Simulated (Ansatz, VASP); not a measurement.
CaSe: VASP beside Ansatz

File INCAR:

```
SYSTEM = CaSe
PREC = Accurate
ENCUT = 520
EDIFF = 1E-6
ISMEAR = 0
SIGMA = 0.05
LREAL = .FALSE.
LASPH = .TRUE.
NELM = 100
ALGO = Fast
ISIF = 2
LWAVE = .FALSE.
LCHARG = .FALSE.
GGA = PE
NBANDS = 15
```

KPOINTS

```
regular mesh
0
G
  6 6 6
  0 0 0
```

POSCAR

```
CaSe
1.0
    3.6300017592      0.0000000000      0.0000000000
    0.0000000000      3.6300017592      0.0000000000
    0.0000000000      0.0000000000      3.6300017592
Ca Se
1 1
Direct
    0.0000000000      0.0000000000      0.0000000000
    0.5000000000      0.5000000000      0.5000000000
```

Input for Ansatz:

```yaml
crystal:
  lattice:
    - [3.6300017592, 0.0, 0.0]
    - [0.0, 3.6300017592, 0.0]
    - [0.0, 0.0, 3.6300017592]
  atoms:
    - { symbol: Ca, position: [0.0, 0.0, 0.0] }
    - { symbol: Se, position: [0.5, 0.5, 0.5] }
basis:
  ecutwfc: 420
kpoints:
  mp_grid: { grid: [6, 6, 6] }
hamiltonian:
  xc: pbe
scf:
  occupations: { method: gaussian, width: 0.05 }
output:
  forces: true
  stress: true
  eigenvalues: true
```

The cell comes from a database or a generator and needn't be the stable form of this composition.

Alike in both runs: task single point; functional PBE; k mesh 6 × 6 × 6; occupations gaussian, width 0.05 eV; no spin polarisation.

|  | VASP | Ansatz |
| --- | --- | --- |
| version | VASP 6.6.1 | Ansatz 0.2.0 |
| potentials or method | VASP PAW PBE potentials, release 64 (Ca_sv, Se) | scalar-relativistic, plane waves, PAW |
| plane-wave cutoff (eV) | 520 | 420 |
| valence electrons in the cell | 16 | 26 |

Ansatz gave:

| Property | Result |
| --- | --- |
| gap on the k mesh at the Fermi level (eV) | 0.76 |
| least direct gap on the mesh (eV) | 0.76 |
| pressure (GPa) | 0.9 |

Task: What did VASP give for the same quantities?

Result: gap on the k mesh at the Fermi level (eV): 0.75; least direct gap on the mesh (eV): 0.75; pressure (GPa): 1.1.

The functional is the same, so the differences come from potentials, cutoffs and numerics. The two sets of potentials don't hold the same shells in valence.

A k mesh can miss the band edges. A hybrid or GW would open this gap; PBE tends to underestimate it.
